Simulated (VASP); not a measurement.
# Sn (Im-3m) in VASP: single point with LDA

Aim: the single point of Sn with LDA.

All numbers are computed with VASP 6.6.1; they aren't measurements. Logs are shortened: lines on timing, memory, paths and dates and some standing lists are left out, and cuts for length are marked.

## (1) The structure

Symmetry: Im-3m, No. 229, cubic system. The conventional cell has a = 3.789 Å, b = 3.789 Å, c = 3.789 Å, α = 90.00°, β = 90.00°, γ = 90.00°. Around Sn (site symmetry m-3m) lie 8 Sn at 3.28 Å.

This isn't the form of Sn at room conditions, which is tetragonal (white tin).

## (2) Single point, LDA

File INCAR:

```
SYSTEM = Sn
PREC = Accurate
ENCUT = 520
EDIFF = 1E-7
ISMEAR = 0
SIGMA = 0.1
LREAL = .FALSE.
LASPH = .TRUE.
NELM = 100
ALGO = Normal
ISIF = 2
LWAVE = .FALSE.
LCHARG = .TRUE.
LELF = .TRUE.
LVHAR = .TRUE.
NBANDS = 13
```

File KPOINTS:

```
Automatic mesh
0
G
  6 6 6
  0 0 0
```

File POSCAR:

```
Sn
1.0
   -1.8946518192      1.8946518192      1.8946518192
    1.8946518192     -1.8946518192      1.8946518192
    1.8946518192      1.8946518192     -1.8946518192
Sn
1
Direct
    0.0000000000      0.0000000000      0.0000000000
```

Potentials or basis: VASP PAW LDA potentials, release 64 (Sn_d).

Launch:

```sh
$ cat potpaw_LDA.64/Sn_d/POTCAR > POTCAR
$ mpirun -np 1 vasp_std > vasp.out
```

OUTCAR:

```text
SYSTEM = Sn
   PREC = Accurate
   ENCUT = 520
   EDIFF = 1E-7
   ISMEAR = 0
   LREAL = .FALSE.
   LASPH = .TRUE.
   NELM = 100
   ISIF = 2

 ion  position               nearest neighbor table
   1  0.000  0.000  0.000-

  LATTYP: Found a body centered cubic cell.
 ALAT       =     3.7893036384

  Lattice vectors:

 A1 = (  -1.8946518192,   1.8946518192,   1.8946518192)
 A2 = (   1.8946518192,  -1.8946518192,   1.8946518192)
 A3 = (   1.8946518192,   1.8946518192,  -1.8946518192)

Analysis of symmetry for initial positions (statically):
=====================================================================
 Subroutine PRICEL returns:
 Original cell was already a primitive cell.

 Routine SETGRP: Setting up the symmetry group for a
 body centered cubic supercell.

 Subroutine GETGRP returns: Found 48 space group operations
 (whereof 48 operations were pure point group operations)
 out of a pool of 48 trial point group operations.

The static configuration has the point symmetry O_h .

Analysis of symmetry for dynamics (positions and initial velocities):
=====================================================================
 Subroutine PRICEL returns:
 Original cell was already a primitive cell.

 Routine SETGRP: Setting up the symmetry group for a
 body centered cubic supercell.

 Subroutine GETGRP returns: Found 48 space group operations
 (whereof 48 operations were pure point group operations)
 out of a pool of 48 trial point group operations.

The dynamic configuration has the point symmetry O_h .

 Subroutine INISYM returns: Found 48 space group operations
 (whereof 48 operations are pure point group operations),
 and found     1 'primitive' translations

----------------------------------------------------------------------------------------

                                     Primitive cell

  volume of cell :      27.2050

  direct lattice vectors                    reciprocal lattice vectors
    -1.894651819  1.894651819  1.894651819     0.000000000  0.263900731  0.263900731
     1.894651819 -1.894651819  1.894651819     0.263900731  0.000000000  0.263900731
     1.894651819  1.894651819 -1.894651819     0.263900731  0.263900731  0.000000000

  length of vectors
     3.281633214  3.281633214  3.281633214     0.373211993  0.373211993  0.373211993

  position of ions in fractional coordinates (direct lattice)
     0.000000000  0.000000000  0.000000000

  ion indices of the primitive-cell ions
   primitive index   ion index
                 1           1

----------------------------------------------------------------------------------------

 KPOINTS: Automatic mesh

Automatic generation of k-mesh.
 Grid dimensions read from file:
 generate k-points for:    6    6    6

 Generating k-lattice:

  Cartesian coordinates                     Fractional coordinates (reciprocal lattice)
     0.000000000  0.043983455  0.043983455     0.166666667  0.000000000  0.000000000
     0.043983455  0.000000000  0.043983455     0.000000000  0.166666667  0.000000000
     0.043983455  0.043983455  0.000000000     0.000000000  0.000000000  0.166666667

  Length of vectors
     0.062201999  0.062201999  0.062201999

  Shift w.r.t. Gamma in fractional coordinates (k-lattice)
     0.000000000  0.000000000  0.000000000

 Subroutine IBZKPT returns following result:
 ===========================================

 Found     16 irreducible k-points:

 Following reciprocal coordinates:
            Coordinates               Weight
  0.000000  0.000000  0.000000      1.000000
  0.166667  0.000000  0.000000     12.000000
  0.333333  0.000000  0.000000     12.000000
  0.500000  0.000000  0.000000      6.000000
  0.166667  0.166667  0.000000     24.000000
  0.333333  0.166667  0.000000     48.000000
[... 8 lines left out ...]
  0.500000  0.500000  0.333333     12.000000
  0.500000  0.500000  0.500000      1.000000
   k-points           NKPTS =     16   k-points in BZ     NKDIM =     16   number of bands    NBANDS=     13
   number of dos      NEDOS =    301   number of ions     NIONS =      1
   total plane-waves  NPLWV =  13824
   dimension x,y,z NGX =    24 NGY =   24 NGZ =   24
   dimension x,y,z NGXF=    48 NGYF=   48 NGZF=   48
   ions per type =               1
   NGX,Y,Z   is equivalent  to a cutoff of  12.16, 12.16, 12.16 a.u.
   NGXF,Y,Z  is equivalent  to a cutoff of  24.32, 24.32, 24.32 a.u.
 SYSTEM =  Sn
   PREC   = accura    normal or accurate (medium, high low for compatibility)
   ISTART =      0    job   : 0-new  1-cont  2-samecut
   ICHARG =      2    charge: 1-file 2-atom 10-const
   ISPIN  =      1    spin polarized calculation?
   LNONCOLLINEAR =      F non collinear calculations
   LSORBIT =      F    spin-orbit coupling
   LASPH  =      T    aspherical Exc in radial PAW
   ENCUT  =  520.0 eV  38.22 Ry    6.18 a.u.   6.10  6.10  6.10*2*pi/ulx,y,z
   NELM   =    100;   NELMIN=  2; NELMDL= -5     # of ELM steps
   EDIFF  = 0.1E-06   stopping-criterion for ELM
   LREAL  =      F    real-space projection
   EDIFFG = 0.1E-05   stopping-criterion for IOM
   NSW    =      0    number of steps for IOM
   IBRION =     -1    ionic relax: 0-MD 1-quasi-New 2-CG
   NFREE  =      0    steps in history (QN), initial steepest desc. (CG)
   ISIF   =      2    stress and relaxation
   ISYM   =      2    0-nonsym 1-usesym 2-fastsym
   POTIM  = 0.5000    time-step for ionic-motion
   TEBEG  =    0.0;   TEEND  =   0.0 temperature during run
   PSTRESS=    0.0 pullay stress
   NELECT =      14.0000    total number of electrons
   NUPDOWN=      -1.0000    fix difference up-down
   EMIN   =  10.00;   EMAX   =-10.00  energy-range for DOS
   EFERMI =   0.00;   METHOD = LEGACY
   ISMEAR =     0;   SIGMA  =   0.10  broadening in eV -4-tet -1-fermi 0-gaus
   EFERMI_NEDOS =   21; number of points for ismear=-14 and -15
   IALGO  =     38    algorithm
   IMIX   =      4    mixing-type and parameters
     AMIX     =   0.40;   BMIX     =  1.00
     AMIX_MAG =   1.60;   BMIX_MAG =  1.00
  volume/ion in A,a.u.               =      27.20       183.59
  Fermi-wavevector in a.u.,A,eV,Ry     =   1.311902  2.479136 23.416813  1.721087
  Thomas-Fermi vector in A             =   2.442332
   LORBIT       =      0    0 simple, 1 ext, 2 COOP (PROOUT), +10 PAW based schemes
   GGA     = CA    functional components
   LHFCALC =     F    Hartree Fock is set to
   AEXX    =    0.0000 exact exchange contribution
   IVDW    =     0    specifies the selected vdW correction
   LEPSILON=     F    determine dielectric tensor
   LRPA    =     F    only Hartree local field effects (RPA)
 non-spin polarized calculation
 Gauss-broadening in eV      SIGMA  =   0.10
  energy-cutoff  :      520.00
  volume of cell :       27.20
 maximum number of plane-waves:       746
   NGX = 13   NGY = 13   NGZ = 13

 number of electron      13.9999996 magnetization

 Free energy of the ion-electron system (eV)
  ---------------------------------------------------
  ext. energy  EPLUGINS =         0.00000000
  ---------------------------------------------------
  free energy    TOTEN  =        -4.45054539 eV

  energy without entropy =       -4.44804870  energy(sigma->0) =       -4.44929705

 E-fermi :   7.9346     XC(G=0): -10.6006

 val. band max:        7.4016971418   @ k =   0.3333   0.1667   0.1667
 cond. band min:       7.9822579079   @ k =   0.5000   0.5000   0.3333
 fundamental gap:      0.5805607660
 Fermi energy:         7.9345642801

 k-point     1 :       0.0000    0.0000    0.0000
  band No.  band energies     occupation
      1     -13.6503      2.00000
      2     -13.6503      2.00000
      3     -13.6503      2.00000
      4     -13.5095      2.00000
      5     -13.5095      2.00000
      6      -3.2917      2.00000
      7      15.6252      0.00000
      8      15.6252      0.00000
      9      15.6252      0.00000
     10      20.0140      0.00000
     11      20.0140      0.00000
     12      20.0140      0.00000
     13      20.5960      0.00000

 k-point     2 :       0.1667    0.0000    0.0000
  band No.  band energies     occupation
      1     -13.6619      2.00000
      2     -13.6349      2.00000
      3     -13.5952      2.00000
      4     -13.5214      2.00000
      5     -13.5112      2.00000
      6      -2.6876      2.00000
      7      11.9077      0.00000
      8      13.9701      0.00000
      9      14.9212      0.00000
     10      17.5718      0.00000
     11      17.9572      0.00000
     12      19.6822      0.00000
     13      21.6512      0.00000

 k-point     3 :       0.3333    0.0000    0.0000
  band No.  band energies     occupation
      1     -13.6850      2.00000
      2     -13.6249      2.00000
      3     -13.5270      2.00000
      4     -13.5142      2.00000
      5     -13.4827      2.00000
      6      -0.8874      2.00000
      7       6.8040      2.00000
      8      12.0530      0.00000
      9      13.7064      0.00000
     10      16.2428      0.00000
     11      16.6022      0.00000
     12      21.0671      0.00000
     13      22.7479      0.00000
[... 177 lines left out ...]
 k-point    15 :       0.5000    0.5000    0.3333
  band No.  band energies     occupation
      1     -13.6448      2.00000
      2     -13.6324      2.00000
      3     -13.5103      2.00000
      4     -13.4793      2.00000
      5     -13.4410      2.00000
      6       3.4363      2.00000
      7       5.7640      2.00000
      8       7.9823      0.50000
      9       9.2104      0.00000
     10      13.3340      0.00000
     11      14.3227      0.00000
     12      23.1317      0.00000
     13      24.0731      0.00000

 k-point    16 :       0.5000    0.5000    0.5000
  band No.  band energies     occupation
      1     -13.6699      2.00000
      2     -13.6699      2.00000
      3     -13.4462      2.00000
      4     -13.4462      2.00000
      5     -13.4462      2.00000
      6       5.1889      2.00000
      7       7.3144      2.00000
      8       7.3144      2.00000
      9       7.3144      2.00000
     10      11.7622      0.00000
     11      11.7622      0.00000
     12      26.0103      0.00000
     13      28.5992      0.00000

------------------------ aborting loop because EDIFF is reached ----------------------------------------

  FORCE on cell =-STRESS in cart. coord.  units (eV):
  Direction    XX          YY          ZZ          XY          YZ          ZX
  --------------------------------------------------------------------------------------
  -------------------------------------------------------------------------------------
  Total       -0.5915974     -0.5915974     -0.5915974      0.0000000      0.0000000     -0.0000000
  in kB      -34.8408413    -34.8408413    -34.8408413      0.0000000      0.0000000     -0.0000000
  external PRESSURE =     -34.8408413 kB  Pullay stress =       0.0000000 kB

 VOLUME and BASIS-vectors are now :
 -----------------------------------------------------------------------------
  energy-cutoff  :      520.00
  volume of cell :       27.20
      direct lattice vectors                 reciprocal lattice vectors
    -1.894651819  1.894651819  1.894651819     0.000000000  0.263900731  0.263900731
     1.894651819 -1.894651819  1.894651819     0.263900731  0.000000000  0.263900731
     1.894651819  1.894651819 -1.894651819     0.263900731  0.263900731  0.000000000

 POSITION                                       TOTAL-FORCE (eV/Angst)
 -----------------------------------------------------------------------------------
      0.00000      0.00000      0.00000        -0.000000     -0.000000     -0.000000
 -----------------------------------------------------------------------------------
    total drift:                               -0.000000      0.000000     -0.000000

  FREE ENERGIE OF THE ION-ELECTRON SYSTEM (eV)
  ---------------------------------------------------
  free  energy   TOTEN  =        -4.4505453906 eV

  energy  without entropy=       -4.4480487021  energy(sigma->0) =       -4.44929705
```

It took 2.8 s on 1 thread of Intel Xeon 6975P-C (Granite Rapids), shared host; peak memory 0.12 GiB.

What came out:

```
Free energy            : -4.4505 eV
Pressure               : -3.5 GPa
Band gap on the k mesh : none (metal or under the smearing width)
```

Levels at points of the mesh, in eV from the Fermi level:
```tsv
k point	band 5	band 6	band 7	band 8	band 9	band 10
(0.00, 0.00, 0.00)	-21.44	-11.23	7.69	7.69	7.69	12.08
(0.50, 0.00, 0.00)	-21.36	-6.61	-4.52	3.40	5.27	7.89
(0.50, 0.50, 0.50)	-21.38	-2.75	-0.62	-0.62	-0.62	3.83
```

Caveat: the k mesh is coarse (spacing up to 0.39 Å⁻¹), so the values aren't converged.
